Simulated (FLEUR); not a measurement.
Fe3Ge:

```xyz
4
Lattice="0.0000 2.8756 2.8756 2.8756 0.0000 2.8756 2.8756 2.8756 0.0000" Properties=species:S:1:pos:R:3 pbc="T T T"
Ge    0.0000    0.0000    0.0000
Fe    4.3134    4.3134    4.3134
Fe    1.4378    1.4378    1.4378
Fe    2.8756    2.8756    2.8756
```

The cell comes from a database or a generator and needn't be the stable form of this composition.

Base run:

- Program: FLEUR MaX-R8.1 (later development tree)
- Functional: LDA
- Potentials or basis: all-electron
- Basis: FLAPW
- Kmax: 4.5 1/bohr
- k mesh: 8 × 8 × 8
- Occupations: fermi-dirac, width 0.05 eV
- Spin: collinear spin, ferromagnetic start
- Starting moments: [0.0, 3.0, 3.0, 3.0] μB

Its results: net moment 5.19 μB per cell; site moments Ge -0.05; Fe +1.37, +2.56 μB.

**Question.** The run is repeated on the same cell with these changes: functional from LDA to PBEsol. What comes out?

**Answer.** Net moment 5.67 μB per cell; site moments Ge -0.06; Fe +1.63, +2.58 μB.

Not every run made on this cell is shown here.
